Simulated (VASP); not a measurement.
## Si: single point with PBE

Si:

```xyz
2
Lattice="0.0000 -2.7349 -2.7349 2.7349 0.0000 -2.7349 2.7349 -2.7349 0.0000" Properties=species:S:1:pos:R:3 pbc="T T T"
Si    0.0000    0.0000    0.0000
Si    4.1023   -4.1023   -4.1023
```

```json
{"Program": "VASP 6.6.1", "Task": "single point", "Functional": "PBE", "Potentials or basis": "VASP PAW PBE potentials, release 64 (Si)", "Cutoff": "520 eV", "k mesh": "10 × 10 × 10", "Occupations": "gaussian, width 0.02 eV", "Spin": "no spin polarisation"}
```

```json
{"Pressure": "-0.1 GPa", "Band gap on the k mesh": "0.62 eV, indirect (least direct gap 2.56 eV)"}
```

Levels at points of the mesh, in eV from the valence-band top:
```csv
k point,band 2,band 3,band 4,band 5,band 6,band 7
"(0.00, 0.00, 0.00)",0.00,0.00,0.00,2.56,2.56,2.56
"(0.50, 0.00, 0.00)",-6.87,-1.18,-1.18,1.46,3.35,3.35
"(0.50, 0.50, 0.00)",-7.74,-2.79,-2.79,0.75,0.75,9.93
```

Wall time 12 s on 1 thread of Intel(R) Xeon(R) Platinum 8559C (Emerald Rapids), on a shared host, peak memory 0.15 GiB.

A k mesh can miss the band edges.
